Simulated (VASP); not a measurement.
Al:

```
CELL_PARAMETERS angstrom
-1.60700 1.60700 1.60700
1.60700 -1.60700 1.60700
1.60700 1.60700 -1.60700
ATOMIC_POSITIONS crystal
Al 0.00000 0.00000 0.00000
```

This isn't the form of Al at room conditions, which is fcc.

- Program: VASP 6.6.1
- Task: relaxation of cell and atoms
- Functional: RPBE
- Potentials or basis: VASP PAW PBE potentials, release 64 (Al)
- Cutoff: 600 eV
- k mesh: 18 × 18 × 18
- Occupations: gaussian, width 0.1 eV
- Spin: no spin polarisation

At the start: pressure 2.7 GPa; volume 16.60 Å³/atom.

Question: How do energy, volume and symmetry change on relaxing?

Answer: Over 3 steps the energy falls by 4.9 meV/atom and the volume is 17.21 Å³/atom (+3.7 %); space group Im-3m (No. 229, to 0.05 Å).

The path:
```tsv
step	energy change (eV)	largest force (eV/Å)	pressure (GPa)	volume (Å³)
1	0.0000	0.0000	2.67	16.60
2	-0.0049	0.0000	-0.23	17.27
3	-0.0049	0.0000	0.00	17.21
```

Final structure:
```yaml
crystal:
  lattice:
    - [-1.62652, 1.62652, 1.62652]
    - [1.62652, -1.62652, 1.62652]
    - [1.62652, 1.62652, -1.62652]
  atoms:
    - { symbol: Al, position: [0.00000, 0.00000, 0.00000] }
```

Caveat: the PAW data sets were made with another functional, which shifts forces and pressure a little.
